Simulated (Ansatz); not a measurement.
Nb: pressure and energy change per atom as volume scale varies

All results are calculated (Ansatz 0.2.0). Plane-wave DFT, scalar-relativistic PAW made under PBE with cores redone for the functional, no dispersion; the given relaxed cell is scaled uniformly, energy at zero smearing counts from the unscaled cell, pressure at the given Fermi-Dirac smearing is positive in compression.

The cell before it is scaled or strained (space group P6_3/mmc, No. 194):
```
cell vectors (Å)
   2.8871     0.0000     0.0000
  -1.4436     2.5003     0.0000
   0.0000     0.0000     5.2711
atoms (fractions of the cell vectors)
Nb  0.33333  0.66667  0.25000
Nb  0.66667  0.33333  0.75000
```

Settings of every row: spin polarised no; functional RPBE; wave cutoff 420 eV; smearing width 0.1 eV; k mesh 14x14x7.

Atom starting moment: 0 on all atoms.

Limits: the cell comes from a prototype or a list of computed structures and needn't be the stable phase.

```
row  volume scale  V (Å³/atom)  pressure (GPa)  energy change per atom (meV)
  1          0.88       16.742           24.79                        155.61
  2          0.92       17.503           14.86                         63.33
  3          0.96       18.264               ?                             ?
  4          1.04       19.786           -5.66                         15.24
  5          1.08       20.547          -10.27                         54.62
  6          1.12       21.308          -14.06                        113.92
```

Question: what pressure and energy change per atom should row 3 give?

Worked fit of pressure. Take u = (V_r/V)^(2/3) − 1 with V_r = 19.786 Å³ an atom, which is twice the finite (Eulerian) strain; such expansions in the strain, on which the Birch-Murnaghan equation of state is built, carry the rest volume and the bulk modulus. The shown rows have u = 0.11781, 0.08517, 0, -0.02485, -0.0482. Least squares give pressure = −5.683 + 198.038 × u + 512.73 × u² GPa; a straight line predicts inner rows, each left out in turn, worse (root mean square 1.5 against 0.06 GPa). The rows lie off it by 0.03, -0.04, 0.02, 0.02, -0.02. The pressure vanishes at u = 0.0268, or V = 19.02 Å³ an atom, and there the bulk modulus at fixed shape and fractions is B = −V dP/dV = (2/3)(1 + u) dP/du = 154 GPa. Letting shape and atoms relax would as a rule lower it, by much in layered, chain or molecular crystals. The withheld row has u = 0.05481, so the fit gives −5.683 + 198.038 × (0.05481) + 512.73 × (0.05481)² = 6.71 GPa.

The calculation gave 6.68 GPa. The fit lies 0.03 GPa (0.077 % of the column's range) above it; its largest miss of a shown row is 0.04 GPa.

Worked fit of energy change per atom. Take u = (V_r/V)^(2/3) − 1 with V_r = 19.786 Å³ an atom, which is twice the finite (Eulerian) strain; such expansions in the strain, on which the Birch-Murnaghan equation of state is built, carry the rest volume and the bulk modulus. The shown rows have u = 0.11781, 0.08517, 0, -0.02485, -0.0482. Least squares give energy change per atom = 15.464 − 1100.038 × u + 19453.77 × u² meV; a straight line predicts inner rows, each left out in turn, worse (root mean square 55 against 0.61 meV). The rows lie off it by -0.26, 0.44, -0.22, -0.19, 0.24 (root mean square 0.28 meV). The withheld row has u = 0.05481, so the fit gives 15.464 − 1100.038 × (0.05481) + 19453.77 × (0.05481)² = 13.61 meV.

The calculation gave 13.97 meV. The fit lies 0.36 meV (2.6 % of the value, 0.25 % of the column's range) below it; its largest miss of a shown row is 0.44 meV.
